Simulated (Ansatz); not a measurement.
**GaP: stiffness from a series of strains**

```
CELL_PARAMETERS angstrom
0.00000 2.72525 2.72525
2.72525 0.00000 2.72525
2.72525 2.72525 0.00000
ATOMIC_POSITIONS crystal
Ga 0.00000 0.00000 0.00000
P 0.75000 0.75000 0.75000
```

Atom numbers follow the list: Ga1, P2.

The cell comes from COD entry 9008846, which wasn't checked; take it as a given geometry.

The calculation used Ansatz 0.2.0, DFT, LDA, all-electron LAPW, scalar-relativistic.

Settings: a Γ-centred 10×10×10 k mesh, Fermi–Dirac smearing of 0.05 eV, basis error target 0.5 meV/atom, no spin polarisation.

The strain is applied along the Cartesian axes of the cell as listed (the other components stay zero). Fractional coordinates are held (clamped ions).

σ is the change of stress from the unstrained cell, which is at -2.73 GPa; tension is positive, so slopes are stress–strain coefficients at that pressure.

Only quantities that a quadratic follows smoothly over the whole series are listed; rougher ones are left out.

```csv
εzz,σzz (GPa),σxx (GPa)
-0.0300,-4.01,-1.76
-0.0200,-2.65,-1.12
-0.0100,-1.31,-0.54
0.0000,0.00,0.00
0.0200,2.53,0.94
0.0300,3.74,1.35
```

**Question.** Fit the series and read off the stiffness at zero strain.

**Answer.** Least-squares fits y = p0 + p1 x + p2 x² to the rows give σzz (GPa): p1 = 129, p2 = -150; σxx (GPa): p1 = 51.7, p2 = -230. So C11 = 129 GPa and C12 = 52 GPa, which gives B = (C11 + 2 C12)/3 = 78 GPa.

**Question.** One run, at εzz = 0.0100, is withheld. Predict its row.

**Answer.** The fits give 1.28, 0.50; the run gave 1.28, 0.49.
